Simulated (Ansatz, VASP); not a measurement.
## One calculation of SiC, two programs

```
Si C
1.0
     0.00000    2.17814    2.17814
     2.17814    0.00000    2.17814
     2.17814    2.17814    0.00000
Si C
1 1
Direct
  0.93688 0.11517 0.80715
  0.81312 0.63483 0.94285
```

Change from the starting cell: all atoms moved at random, sigma 0.4 Å a component.

Alike in both runs: task single point; functional r2SCAN; k mesh 8 × 8 × 8; occupations gaussian, width 0.05 eV; no spin polarisation.

```csv
,VASP,Ansatz
version,VASP 6.6.1,Ansatz 0.2.0
potentials or method,"VASP PAW PBE potentials, release 64 (Si, C)","scalar-relativistic, plane waves, PAW"
plane-wave cutoff (eV),520,500
valence electrons in the cell,8,8
```

Ansatz gave:

* gap on the k mesh at the Fermi level (eV): none
* rms of the force components (eV/Å): 4.914

Q: What did VASP give for the same quantities?

A: gap on the k mesh at the Fermi level (eV): none; rms of the force components (eV/Å): 4.859.

Atom by atom the forces differ by 0.055 eV/Å (rms over components). A gap of «none» marks a metal or a gap that the smearing closes.

Caveats: the PAW data sets were made with another functional, which shifts forces and pressure a little (VASP).
